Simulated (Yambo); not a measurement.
# Br in Yambo: convergence with bands in self energy

The system is Br.

```
CELL_PARAMETERS angstrom
3.36325 -2.32255 0.00000
3.36325 2.32255 0.00000
0.00000 0.00000 8.70230
ATOMIC_POSITIONS crystal
Br 0.36510 0.63490 0.39010
Br 0.13490 0.86510 0.89010
Br 0.63490 0.36510 0.60990
Br 0.86510 0.13490 0.10990
```

```yaml
Program: Yambo 5.3.0
Task: G0W0 quasiparticle levels
Functional: LDA
Potentials_or_basis: PseudoDojo 0.4.1 SR LDA standard
Cutoff: 599 eV
Density_cutoff: 2395 eV
k_mesh: 4 × 4 × 2
Occupations: fixed
Spin: no spin polarisation
k_mesh_of_the_self-consistent_run: 8 × 8 × 4
Form_of_the_LDA: PW92
Random_integration_of_the_Coulomb_term: yes
Direction_of_the_field_or_of_q_to_0: x + y + z
Broadening: 0.1 eV
States_corrected: Γ and the k points of the band edges
Frequency_dependence_of_W: plasmon pole
Terminator_of_the_band_sum_in_the_self-energy: none
Quasiparticle_equation: linearised (Newton)
Imaginary_frequency_of_the_plasmon-pole_fit: 27.2114 eV
Bands_in_the_response: 134
Bands_in_the_self-energy: 34
Cutoff_of_the_response_matrix: 8 Ry
Cutoff_of_exchange_and_Vxc: 44 Ry
Bands_corrected_first_last: "[14, 15]"
```

These are the settings of the first run; the series varies bands in self energy, with any setting tied to it.

| bands in self energy | quasiparticle gap at the points computed (eV) |
| --- | --- |
| 34 | 3.596 |
| 54 | 3.571 |
| 94 | 3.551 |
| 134 | 3.540 |

Against the tightest run, the quasiparticle gap at the points computed stays within 0.05 eV from 54 on. The tightest run that finished is the yardstick and may itself not be fully converged.

Caveat, for the tightest run too: this version prints the column dSc/dw multiplied by 27.2; the quasiparticle gap listed is the Kohn-Sham gap on the denser mesh of the self-consistent run plus the correction found on the GW mesh, so it differs from the gap in the log.
